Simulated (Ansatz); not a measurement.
# CdI2: the cost of one run

Computed with Ansatz 0.2.0 (DFT, PBE, plane-wave PAW, default files, scalar-relativistic, as far as a step names no other, unless a step's input says otherwise).

## (1) Starting point

It takes space group P-3m1 (No. 164, trigonal). The conventional cell has a = 4.289 Å, b = 4.289 Å, c = 36.373 Å, α = 90.00°, β = 90.00°, γ = 120.00°. Cd (site symmetry 3m) is surrounded by 6 I at 3.02 Å. Around Cd (site symmetry 3m) lie 6 I at 3.01 to 3.02 Å. Cd (site symmetry -3m) has 6 I at 3.02 Å as nearest neighbours. I (site symmetry 3m) is surrounded by 3 Cd at 3.02 Å. I (site symmetry 3m) is surrounded by 3 Cd at 3.01 Å.

Coordinates:

```
Cd I
1.0
     4.28935    0.00000    0.00000
    -2.14468    3.71469    0.00000
     0.00000    0.00000   36.37279
Cd I
5 10
Direct
  0.66667 0.33333 0.80015
  0.00000 0.00000 0.40006
  0.33333 0.66667 0.19985
  0.00000 0.00000 0.59994
  0.00000 0.00000 0.00000
  0.66667 0.33333 0.95268
  0.33333 0.66667 0.04732
  0.66667 0.33333 0.15256
  0.33333 0.66667 0.44731
  0.33333 0.66667 0.84744
  0.66667 0.33333 0.35268
  0.00000 0.00000 0.75280
  0.33333 0.66667 0.64732
  0.66667 0.33333 0.55269
  0.00000 0.00000 0.24720
```

## (2) First run, atoms as given

input.yaml reads:

```yaml
crystal:
  lattice:
    - [4.2893500964, 0.0, 0.0]
    - [-2.1446750482, 3.7146861492, 0.0]
    - [0.0, 0.0, 36.37279083]
  atoms:
    - { symbol: Cd, position: [0.6666666667, 0.3333333333, 0.8001474] }
    - { symbol: Cd, position: [0.0, 0.0, 0.40006439] }
    - { symbol: Cd, position: [0.3333333333, 0.6666666667, 0.1998526] }
    - { symbol: Cd, position: [0.0, 0.0, 0.59993561] }
    - { symbol: Cd, position: [0.0, 0.0, 0.0] }
    - { symbol: I, position: [0.6666666667, 0.3333333333, 0.95268251] }
    - { symbol: I, position: [0.3333333333, 0.6666666667, 0.04731749] }
    - { symbol: I, position: [0.6666666667, 0.3333333333, 0.1525591] }
    - { symbol: I, position: [0.3333333333, 0.6666666667, 0.44731045] }
    - { symbol: I, position: [0.3333333333, 0.6666666667, 0.8474409] }
    - { symbol: I, position: [0.6666666667, 0.3333333333, 0.35268113] }
    - { symbol: I, position: [0.0, 0.0, 0.75279976] }
    - { symbol: I, position: [0.3333333333, 0.6666666667, 0.64731887] }
    - { symbol: I, position: [0.6666666667, 0.3333333333, 0.55268955] }
    - { symbol: I, position: [0.0, 0.0, 0.24720024] }
kpoints:
  mp_grid: { grid: [8, 8, 1] }
scf:
  occupations: { method: fermi_dirac, width: 0.02 }
hamiltonian:
  xc: pbe
  pseudopotentials: { kind: paw }
output:
  forces: true
  stress: true
  populations: true
  efg: { quadrupole_moments_barn: { I: -0.68822 }, contact_densities: true }
  write_density: true
  write_potential: true
  elf: true
  volumetric_format: npy
```

Started as:

```sh
$ ansatz run input.yaml --threads 1 --pin off --max-ram 3072MiB --backend cpu --events-out ev --progress --plain --runs-dir out
```

Q: Estimate wall time and peak memory on 1 thread of Intel Xeon Platinum 8375C at 2.90GHz (Ice Lake), shared host.

About 66 s, with a peak of 1.3 GiB.
